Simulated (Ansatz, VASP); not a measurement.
**Two plane-wave programs on K**

```xyz
1
Lattice="-2.5035 2.5035 2.5035 2.5035 -2.5035 2.5035 2.5035 2.5035 -2.5035" Properties=species:S:1:pos:R:3 pbc="T T T"
K     0.0000    0.0000    0.0000
```

Alike in both runs: task single point; functional PBEsol; k mesh 12 × 12 × 12; occupations gaussian, width 0.1 eV; no spin polarisation.

|  | VASP | Ansatz |
| --- | --- | --- |
| version | VASP 6.6.1 | Ansatz 0.2.0 |
| potentials or method | VASP PAW PBE potentials, release 64 (K_sv) | scalar-relativistic, plane waves, PAW |
| plane-wave cutoff (eV) | 520 | 420 |
| valence electrons in the cell | 9 | 9 |

|  | VASP | Ansatz | Ansatz less VASP |
| --- | --- | --- | --- |
| gap on the k mesh at the Fermi level (eV) | none | none | - |
| pressure (GPa) | 0.6 | 0.6 | +0.01 |

A gap of «none» marks a metal or a gap that the smearing closes. With one functional, cell and mesh, what is left measures potentials, basis and numerics.

Caveats: the PAW data sets were made with another functional, which shifts forces and pressure a little (VASP).
